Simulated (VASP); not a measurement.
Wanted: the native input for a VASP 6.6.1 run.

- Task: band structure
- Functional: PBE0
- Potentials or basis: VASP PAW PBE potentials, release 64 (S, Mo_sv)
- Cutoff: 520 eV
- k mesh: 9 × 9 × 1
- Occupations: gaussian, width 0.03 eV
- Spin: no spin polarisation
- Grid for exact exchange (PRECFOCK): Fast
- Exchange at q = 0: truncated
- Dipole correction: yes
- Further INCAR settings: ALGO = Normal; EDIFF = 1e-06; NBANDS = 20

The system is MoS2, a slab with vacuum.

```
CELL_PARAMETERS angstrom
3.15315 0.00000 0.00000
-1.57657 2.73070 0.00000
0.00000 0.00000 21.13030
ATOMIC_POSITIONS crystal
S 0.33333 0.66667 0.42584
S 0.33333 0.66667 0.57416
Mo 0.66667 0.33333 0.50000
```

These files were run (other wordings do the same):

POSCAR

```
MoS2                                    
1.0
    3.1531462911      0.0000000000      0.0000000000
   -1.5765731456      2.7307047855      0.0000000000
    0.0000000000      0.0000000000     21.1302960000
  S               Mo            
     2     1
Direct
     0.3333333300000021    0.6666666699999979    0.4258408315267204
     0.3333333300000021    0.6666666699999979    0.5741591684732796
     0.6666666699999979    0.3333333300000021    0.5000000000000000
```

INCAR.step1

```
ALGO     = Normal         # electronic algorithm
DIPOL    = 0.5 0.5 0.500
EDIFF    = 1E-5           # SCF threshold, eV
ENCUT    = 520            # plane-wave cutoff, eV
GGA      = PE             # functional
IDIPOL   = 3            
ISIF     = 2              # what is computed and relaxed
ISMEAR   = 0              # smearing method
KPAR     = 8            
LASPH    = True           # aspherical terms in the spheres
LCHARG   = False          # write CHGCAR
LDIPOL   = True         
LMAXMIX  = 4              # l up to which the mixer works
LREAL    = False          # projectors in reciprocal space
LVACPOTAV= True         
LVHAR    = True         
LWAVE    = True           # write WAVECAR
NBANDS   = 20             # bands
NELM     = 80             # most SCF steps
PREC     = Accurate       # precision mode
SIGMA    = 0.03           # smearing width, eV
```

INCAR.step2

```
AEXX     = 0.25           # exact-exchange fraction
ALGO     = Normal         # electronic algorithm
DIPOL    = 0.5 0.5 0.500
EDIFF    = 1E-6           # SCF threshold, eV
ENCUT    = 520            # plane-wave cutoff, eV
GGA      = PE             # functional
HFRCUT   = -1           
IDIPOL   = 3            
ISIF     = 2              # what is computed and relaxed
ISMEAR   = 0              # smearing method
ISTART   = 1            
KPAR     = 8            
LASPH    = True           # aspherical terms in the spheres
LCHARG   = False          # write CHGCAR
LDIPOL   = True         
LHFCALC  = True           # exact exchange
LMAXMIX  = 4              # l up to which the mixer works
LREAL    = False          # projectors in reciprocal space
LVACPOTAV= True         
LVHAR    = True         
LWAVE    = False          # write WAVECAR
NBANDS   = 20             # bands
NELM     = 80             # most SCF steps
PREC     = Accurate       # precision mode
PRECFOCK = Fast         
SIGMA    = 0.03           # smearing width, eV
```

KPOINTS

```
k-points
0
Gamma
  9 9 1
```

KPOINTS_OPT

```
explicit points
3
Reciprocal
 0.0000000000  0.0000000000  0.0000000000 1
 0.5000000000  0.0000000000  0.0000000000 1
 0.3333333300  0.3333333300  0.0000000000 1
```

Potentials or basis: VASP PAW PBE potentials, release 64 (S, Mo_sv).

Command:

```console
$ cat potpaw_PBE.64/S/POTCAR potpaw_PBE.64/Mo_sv/POTCAR > POTCAR
$ cp INCAR.step1 INCAR
$ mpirun -np 8 vasp_std > vasp.out
$ cp INCAR.step2 INCAR
$ mpirun -np 8 vasp_std > vasp.out
```

It gave:

```
Largest force                          : 0.440 eV/Å
Band gap on the k mesh                 : 2.91 eV, direct
Band gap along the path                : 2.91 eV, direct
Ionisation potential of the upper face : 6.64 eV
```

Caveat: the PAW data sets were made with another functional, which shifts forces and pressure a little.

Run time: 10 min on 8 MPI ranks on AMD EPYC 7R43 64-Core Processor (Zen 3), with other jobs on the host, peak memory 0.35 GiB a rank.
